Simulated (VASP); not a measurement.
Here is a VASP 6.6.1 calculation.

File INCAR:

```
PREC = Accurate
ENCUT = 600
EDIFF = 1E-6
ISMEAR = 1
SIGMA = 0.2
LREAL = False
LASPH = True
NELM = 80
ALGO = Normal
ISIF = 2
LWAVE = False
LCHARG = False
METAGGA = SCAN
LMIXTAU = True
IVDW = 11
LOPTICS = True
NBANDS = 42
NEDOS = 2000
CSHIFT = 0.05
```

The input KPOINTS:

```
Automatic mesh
0
Gamma
  12 12 12
```

POSCAR

```
Zn
1.0
    0.0000000000      1.9647760000      1.9647760000
    1.9647760000      0.0000000000      1.9647760000
    1.9647760000      1.9647760000      0.0000000000
Zn
1
Direct
    0.0000000000      0.0000000000      0.0000000000
```

Potentials or basis: VASP PAW PBE potentials, release 64 (Zn_sv_GW).

Command:

```bash
$ cat potpaw_PBE.64/Zn_sv_GW/POTCAR > POTCAR
$ mpirun -np 1 vasp_std > vasp.out
```

Q: What does it give for the dispersion energy per atom?

A: -0.123 eV.

Q: Predict the band gap on the k mesh.

A: None (metal or under the smearing width).

Q: Predict the pressure.

A: -10.8 GPa.

Dielectric function (mean over the directions given):
```csv
energy (eV),real part,imaginary part
0.41,-115.92,708.95
1.64,-8.18,3.49
2.60,3.80,9.32
3.70,-2.72,2.52
4.66,-4.64,4.26
5.75,-1.79,0.17
6.71,0.36,0.00
7.67,0.02,2.03
8.77,0.46,0.69
9.73,0.53,0.77
10.82,0.44,1.14
11.78,0.84,0.89
12.88,0.71,0.68
13.83,0.91,0.81
14.79,0.81,0.57
15.89,0.73,0.57
16.85,0.98,0.64
17.94,0.61,0.42
18.90,0.76,0.47
20.00,0.80,0.37
```

Caveat: spectra need much finer meshes, so this one isn't converged; independent-particle spectra lack excitons; the intraband (Drude) part of a metal's response may be missing; the PAW data sets were made with another functional, which shifts forces and pressure a little; pairwise dispersion overbinds metals, which lowers pressure and volume.
